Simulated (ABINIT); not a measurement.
C:

```
C
1.0
     0.00000    1.78337    1.78337
     1.78337    0.00000    1.78337
     1.78337    1.78337    0.00000
C
2
Direct
  0.75000 0.75000 0.75000
  0.50000 0.50000 0.50000
```

This isn't the form of C at room conditions, which is graphite.

Base run:

- Program: ABINIT 10.8.3 (patched build)
- Functional: rSCAN
- Potentials or basis: SG15 NC PBE v1.2
- Cutoff: 1333 eV
- k mesh: 13 × 13 × 13
- Occupations: fermi-dirac, width 0.05 eV
- Spin: no spin polarisation

Its results: band gap on the k mesh 4.30 eV, indirect (least direct gap 5.84 eV); pressure -3.2 GPa.

Task: After a change of settings the same cell gave: band gap on the k mesh 4.36 eV, indirect (least direct gap 5.86 eV); pressure -1.6 GPa. Which change was it?
A. functional from rSCAN to r2SCAN; potentials or basis from SG15 NC PBE v1.2 to PseudoDojo NC SR PBE v0.5 standard
B. functional from rSCAN to RPBE; potentials or basis from SG15 NC PBE v1.2 to JTH PAW PBE v2.0; cutoff from 1333 eV to 544 eV
C. functional from rSCAN to r2SCAN; potentials or basis from SG15 NC PBE v1.2 to JTH PAW LDA v2.0; cutoff from 1333 eV to 653 eV
D. potentials or basis from SG15 NC PBE v1.2 to JTH PAW PBE v2.0; cutoff from 1333 eV to 653 eV

Result: D.

Caveats: the potentials were made for another functional, which shifts forces and pressure (some runs); the PAW data sets were made with another functional, which shifts forces and pressure a little (some runs); the atomic spheres overlap (some runs).
